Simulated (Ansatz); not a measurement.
GaAs: the change of pressure and energy less free atoms with volume scale

Periodic Kohn-Sham DFT of a crystal at fixed atoms, scaled to volume_scale times the given cell; pressure positive in compression, energy less spherical unpolarised free atoms, largest_vzz the field gradient of largest size among the nuclei. The results are calculated, by Ansatz 0.2.0.

The cell before it is scaled or strained (space group F-43m, No. 216):
```
GaAs
1.0
      0.0000     2.8268     2.8268
      2.8268     0.0000     2.8268
      2.8268     2.8268     0.0000
Ga As
1 1
Direct
  0.00000 0.00000 0.00000
  0.75000 0.75000 0.75000
```

Settings of every row: method all-electron LAPW; functional PBE; relativity scalar; k mesh 11x11x11; filling fermi-dirac; smearing width 0.05 eV; basis error target 0.5 meV/atom; nucleus gaussian.

Atom start moment: 0 on all atoms.

Limits: small gap, it may come from the mesh.

| row | volume scale | V (Å³/atom) | pressure (GPa) | energy less free atoms (eV/atom) |
| --- | --- | --- | --- | --- |
| 1 | 0.94 | 21.233 | 8.672 | -4.0766 |
| 2 | 0.9405 | 21.244 | 8.62 | -4.0772 |
| 3 | 0.96 | 21.687 | 6.681 | -4.0982 |
| 4 | 0.97 | 21.911 | 5.764 | -4.107 |
| 5 | 0.98 | 22.139 | 4.895 | -4.1145 |
| 6 | 1 | 22.59 | 3.292 | -4.126 |
| 7 | 1.01 | 22.814 | 2.554 | -4.1301 |
| 8 | 1.02 | 23.04 | 1.856 | -4.1332 |
| 9 | 1.03 | 23.266 | 1.195 | -4.1353 |
| 10 | 1.04 | 23.494 | ? | ? |
| 11 | 1.06 | 23.944 | -0.573 | -4.1365 |

Question: what pressure and energy less free atoms should row 10 give?

Worked fit of pressure. Take u = (V_r/V)^(2/3) − 1 with V_r = 22.364 Å³ an atom, which is twice the finite (Eulerian) strain; such expansions in the strain, on which the Birch-Murnaghan equation of state is built, carry the rest volume and the bulk modulus. The shown rows have u = 0.0352, 0.03485, 0.0207, 0.01374, 0.00676, -0.00668, -0.01319, -0.01966, -0.02602, -0.04449. Least squares give pressure = 4.0706 + 119.088 × u + 330.2 × u² GPa; a straight line predicts inner rows, each left out in turn, worse (root mean square 0.18 against 0.004 GPa). The rows lie off it by 0.000, -0.002, 0.004, -0.005, 0.004, 0.002, -0.003, -0.001, 0.000, 0.001 (root mean square 0.0028 GPa). The pressure vanishes at u = -0.0382, or V = 23.71 Å³ an atom, and there the bulk modulus at fixed shape and fractions is B = −V dP/dV = (2/3)(1 + u) dP/du = 60.2 GPa. The withheld row has u = -0.03233, so the fit gives 4.0706 + 119.088 × (-0.03233) + 330.2 × (-0.03233)² = 0.566 GPa.

The calculation gave 0.571 GPa. The fit lies 0.005 GPa (0.054 % of the column's range) below it; its largest miss of a shown row is 0.005 GPa.

Worked fit of energy less free atoms. Take u = (V_r/V)^(2/3) − 1 with V_r = 22.364 Å³ an atom, which is twice the finite (Eulerian) strain; such expansions in the strain, on which the Birch-Murnaghan equation of state is built, carry the rest volume and the bulk modulus. The shown rows have u = 0.0352, 0.03485, 0.0207, 0.01374, 0.00676, -0.00668, -0.01319, -0.01966, -0.02602, -0.04449. Least squares give energy less free atoms = −4.12079 + 0.8557 × u + 11.324 × u² eV/atom; a straight line predicts inner rows, each left out in turn, worse (root mean square 0.0064 against 6.3e-05 eV/atom). The rows lie off it by 0.0000, 0.0000, 0.0000, -0.0001, 0.0000, 0.0000, 0.0000, 0.0000, 0.0001, -0.0001. Its lowest point lies at u = -0.0378, or V = 23.69 Å³ an atom, and the curvature there gives the bulk modulus at fixed shape and fractions, B = (4/9)(1 + u)² E″(u)/V = 63 GPa. The withheld row has u = -0.03233, so the fit gives −4.12079 + 0.8557 × (-0.03233) + 11.324 × (-0.03233)² = -4.1366 eV/atom.

The calculation gave -4.1366 eV/atom. The fit meets it to the printed digit.
